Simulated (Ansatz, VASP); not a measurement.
## One calculation of Ag, two programs

```xyz
4
Lattice="5.5658 0.0000 0.0000 -2.7829 4.8201 0.0000 0.0000 0.0000 2.7637" Properties=species:S:1:pos:R:3 pbc="T T T"
Ag    2.7829    0.0000    0.0000
Ag   -1.3914    2.4101    0.0000
Ag    1.3914    2.4101    0.0000
Ag    0.0000    0.0000    1.3819
```

Alike in both runs: task relaxation of cell and atoms; functional PBE; k mesh 12 × 12 × 16; occupations gaussian, width 0.1 eV; no spin polarisation.

|  | VASP | Ansatz |
| --- | --- | --- |
| version | VASP 6.6.1 | Ansatz 0.2.0 |
| potentials or method | VASP PAW PBE potentials, release 64 (Ag) | scalar-relativistic, plane waves, PAW |
| plane-wave cutoff (eV) | 600 | 420 |
| valence electrons in the cell | 44 | 76 |

|  | VASP | Ansatz | Ansatz less VASP |
| --- | --- | --- | --- |
| gap on the k mesh at the Fermi level, each at its own relaxed structure (eV) | none | none | - |
| relaxed volume (Å³/atom) | 18.57 | 18.61 | +0.044 |
| relaxed cell length with the largest relative difference (Å) | 2.800 | 2.803 | +0.0032 |
| energy change over the relaxation (meV/atom) | -2 | -2 | -0.1 |

A gap of «none» marks a metal or a gap that the smearing closes. The two sets of potentials don't hold the same shells in valence.
